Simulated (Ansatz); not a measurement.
**PbS under changes of volume**

One of the cells (27.435 Å³/atom); the others are scaled copies at fixed shape and fractional positions:

```
Pb S
1.0
     4.08970    0.00000    0.00000
    -2.04485    3.54178    0.00000
     0.00000    0.00000    3.78817
Pb S
1 1
Direct
  0.00000 0.00000 0.00000
  0.66667 0.33333 0.50000
```

Measurements of this composition are mostly on another form, of space group No. 225.

```yaml
Program: Ansatz 0.2.0
Functional: PBE
Potentials_or_basis: all-electron LAPW, scalar-relativistic
Cutoff: 184 eV (chosen from the basis error)
Basis_error_allowed: 0.0005 eV/atom
k_mesh: 8 × 8 × 7
Occupations: fermi-dirac, width 0.05 eV
Spin: no spin polarisation
```

| volume (Å³/atom) | energy over the lowest point (meV/atom) | pressure (GPa) | gap on the mesh (eV) |
| --- | --- | --- | --- |
| 25.789 | 17.38 | 3.4 | none |
| 26.338 | 7.75 | 2.2 | none |
| 26.887 | ? | ? | ? |
| 27.435 | 0.00 | 0.0 | 0.21 |
| 27.984 | 1.42 | -0.9 | 0.29 |
| 28.533 | 6.01 | -1.8 | 0.36 |
| 29.082 | 13.47 | -2.6 | 0.43 |

Question: What does the run at 26.887 Å³/atom give?

Answer: Energy over the lowest point 2.04 meV/atom; pressure 1.1 GPa; gap on the mesh 0.13 eV.

Worked out: A Birch-Murnaghan fit of order 3 (a polynomial in V^(-2/3)) to the other rows has its minimum at 27.48 Å³/atom with B0 = V·E''(V) = 50 GPa (rough, since the energies scatter) at fixed shape and positions, which overstates the stiffness. It gives 2.04 meV/atom at 26.887 Å³/atom, against the run's 2.04, and -dE/dV = 1.1 GPa, against 1.1.

Energies are extrapolated to zero smearing.

Caveats: spin-orbit coupling is left out, which as a rule narrows the gap of such compounds by several tenths of an eV (some runs); an odd mesh through Γ misses points on the zone boundary, where band edges often lie (some runs).

A gap of «none» marks a metal or a gap under the smearing width.
